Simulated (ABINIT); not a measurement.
Write the native input for ABINIT 10.8.3 (patched build) that does the following.

```yaml
Task: band structure
Functional: PBE
Potentials_or_basis: SPMS NC PBE v1.0
Cutoff: 599 eV
k_mesh: 9 × 9 × 9
Occupations: fermi-dirac, width 0.05 eV
Spin: no spin polarisation
```

Pb:

```
Pb
1.0
     0.00000    2.47502    2.47502
     2.47502    0.00000    2.47502
     2.47502    2.47502    0.00000
Pb
1
Direct
  0.00000 0.00000 0.00000
```

One way to write it, as run:

run.abi

```
# Datasets: ground state, then fixed potential
ndtset 2

# Pseudopotentials
pp_dirpath "./"
pseudos "82_Pb_14_3.0_3.1_pbe_n_v1.0.psp8"

# Structure
acell 3.5002068511 3.5002068511 3.5002068511 Angstrom
rprim
     0.0000000000     0.7071067812     0.7071067812
     0.7071067812     0.0000000000     0.7071067812
     0.7071067812     0.7071067812     0.0000000000
ntypat 1
znucl 82
natom 1
typat 1
xred
     0.0000000000     0.0000000000     0.0000000000

# Plane-wave basis
ecut 22.0

# Exchange and correlation
ixc 11

# Bands and occupations
occopt 3
tsmear 0.05 eV

# SCF cycle
nstep 100

# Output
iomode 3
prtwf 0
prteig 0
prtebands 0
enunit 2
prtden1 1

# Dataset 1
kptopt1 1
ngkpt1 9 9 9
nshiftk1 1
shiftk1 0.0 0.0 0.0
nband1 11
tolvrs1 1.0e-10

# Dataset 2: bands along G-X-W-K-G-L-U-W-L-K
iscf2 -2
getden2 1
nband2 15
nbdbuf2 2
tolwfr2 1.0e-12
kptopt2 -9
ndivsm2 5
prteig2 1
prtvol2 -3
kptbounds2
     0.0000000000     0.0000000000     0.0000000000
     0.5000000000     0.0000000000     0.5000000000
     0.5000000000     0.2500000000     0.7500000000
     0.3750000000     0.3750000000     0.7500000000
     0.0000000000     0.0000000000     0.0000000000
     0.5000000000     0.5000000000     0.5000000000
     0.6250000000     0.2500000000     0.6250000000
     0.5000000000     0.2500000000     0.7500000000
     0.5000000000     0.5000000000     0.5000000000
     0.3750000000     0.3750000000     0.7500000000
```

Potentials or basis: SPMS NC PBE v1.0.

Launch:

```console
$ abinit run.abi > log 2>&1
```

It gave:

```
Pressure                                              : 2.3 GPa
Band gap on the k mesh                                : none (metal or under the smearing width)
Valence electrons inside the program's atomic spheres : Pb 9.69 (radii [1.0584] Å)
```

Caveat: spin-orbit coupling is left out, which moves the levels of the heavy elements.

Wall time 23 s on 1 thread of Arm Neoverse V2, on a shared host, peak memory 0.13 GiB.
